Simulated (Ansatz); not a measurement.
Gas-phase electronic energies from Ansatz, PBE0-D4/def2-TZVP geometries. CCSD(T)/CBS adds triple-zeta CCSD(T) − MP2 to the extrapolated MP2 energy (def2 sets, frozen cores). For Ga outer-core shells are correlated without core-valence functions, which leaves a few kJ/mol of doubt a bond. Scalar relativity is left out up to krypton. Each species was taken in one conformer, which may not be the lowest.

Consider the formal exchange of groups at a Ga–C bond: `[CH3][Ga]([CH3])[NH2]` + `C=CCO` → `[CH3][Ga]([NH2])[OH]` + `C=CCC`.

`[CH3][Ga]([CH3])[NH2]`:

Z-matrix (Å, degrees):
```
C
Ga 1 1.967
H 1 1.091 2 111.8
H 1 1.093 2 110.6 3 120.7
H 1 1.093 2 110.6 3 -120.8
C 2 1.967 1 126.1 3 179.4
N 2 1.824 1 117.0 3 -0.5
H 6 1.093 2 110.6 1 -60.0
H 6 1.093 2 110.6 1 58.5
H 6 1.091 2 111.7 1 179.3
H 7 1.006 2 124.2 1 -179.9
H 7 1.006 2 124.2 1 -0.1
```

`C=CCO`:

Z-matrix (Å, degrees):
```
C
C 1 1.492
O 1 1.415 2 112.1
H 1 1.099 2 109.9 3 -124.6
H 1 1.094 2 110.3 3 117.1
C 2 1.326 1 124.1 3 122.6
H 2 1.088 1 115.7 3 -56.1
H 3 0.961 1 107.6 2 -55.7
H 6 1.086 2 121.2 1 0.9
H 6 1.084 2 121.9 1 -179.7
```

`[CH3][Ga]([NH2])[OH]`:

Cartesian coordinates in Å:
```
C -0.176 1.573 0.196
Ga 0.147 -0.318 -0.182
N -0.547 -1.717 0.732
O 1.201 -0.887 -1.521
H -0.617 2.065 -0.673
H -0.853 1.695 1.043
H 0.763 2.080 0.427
H -0.347 -2.673 0.495
H -1.163 -1.637 1.520
H 1.593 -0.181 -2.036
```

`C=CCC`:

Z-matrix (Å, degrees):
```
C
C 1 1.492
C 1 1.525 2 112.5
H 1 1.094 2 109.5 3 122.8
H 1 1.097 2 109.0 3 -120.9
C 2 1.325 1 125.3 3 -120.1
H 2 1.090 1 115.8 3 59.0
H 3 1.093 1 111.1 2 -58.0
H 3 1.092 1 111.2 2 -178.0
H 3 1.092 1 110.9 2 61.6
H 6 1.086 2 121.3 1 -0.7
H 6 1.084 2 121.7 1 179.5
```

```csv
species,CCSD/def2-TZVPP energy (Eh)
`[CH3][Ga]([CH3])[NH2]`,-2059.01969
`C=CCO`,-192.77681
`[CH3][Ga]([NH2])[OH]`,-2094.94651
`C=CCC`,-156.89432
```

Problem. Work out ΔE.

Solution. ΔE = (-2094.94651) + (-156.89432) − (-2059.01969) − (-192.77681) = -0.04433 Eh = -27.8 kcal/mol. CCSD(T)/CBS gives -27.7 kcal/mol.

Largest T1 diagnostic among the species: 0.013.

From PBE to PBE0 (25 % exact exchange), in def2-TZVPP and without D4, ΔE moves by −0.8 kcal/mol. Leaving LDA and LC-ωPBE aside and taking each functional with its dispersion term where it has one, the values, not all of them listed here, spread over 2.5 kcal/mol, from PBE-QIDH to PBE-D4. At CCSD(T), def2-SVP lies −1.3 kcal/mol from the extrapolated value and def2-TZVPP +0.1 kcal/mol.
